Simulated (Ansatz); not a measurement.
# BN under changes of volume

One of the cells (9.145 Å³/atom); the others are scaled copies at fixed shape and fractional positions:

```xyz
2
Lattice="1.2511 0.7223 3.3729 -1.2511 0.7223 3.3729 0.0000 -1.4447 3.3729" Properties=species:S:1:pos:R:3 pbc="T T T"
N     0.0000    0.0000    6.7517
B     0.0000    0.0000    0.0033
```

The cell is a database's computed one.

| Quantity | Value |
| --- | --- |
| Program | Ansatz 0.2.0 |
| Functional | r2SCAN |
| Potentials or basis | Ansatz PAW |
| Cutoff | 500 eV (not typed: the program's choice for these potentials) |
| k mesh | 12 × 12 × 12 |
| Occupations | fermi-dirac, width 0.05 eV |
| Spin | no spin polarisation |

```tsv
volume (Å³/atom)	energy over the lowest point (meV/atom)	pressure (GPa)	gap on the mesh (eV)	largest force (eV/Å)
8.596	26.49	16.6	4.88	0.004
8.779	11.14	10.4	4.86	0.006
8.962	2.51	4.8	4.83	0.007
9.145	0.00	-0.3	4.80	0.008
9.328	3.08	-5.0	4.78	0.010
9.510	?	?	?	?
9.693	24.11	-13.2	4.72	0.012
```

What does the run at 9.510 Å³/atom give?

Energy over the lowest point 11.26 meV/atom; pressure -9.3 GPa; gap on the mesh 4.75 eV; largest force 0.011 eV/Å.

Worked out: A Birch-Murnaghan fit of order 3 (a polynomial in V^(-2/3)) to the other rows has its minimum at 9.13 Å³/atom with B0 = V·E''(V) = 246 GPa and B' = 3.5 at fixed shape and positions, which overstates the stiffness. It gives 11.24 meV/atom at 9.510 Å³/atom, against the run's 11.26, and -dE/dV = -9.3 GPa, against -9.3. A straight line through the other rows of the gap, of slope -1.34 eV per unit of ln V, gives 4.75 eV, against the run's 4.75.

Energies are extrapolated to zero smearing.

Caveats: the PAW data sets come from PBE, with cores solved anew for the run's functional, which leaves a small shift of forces and pressure.

A mesh can miss the band edges.
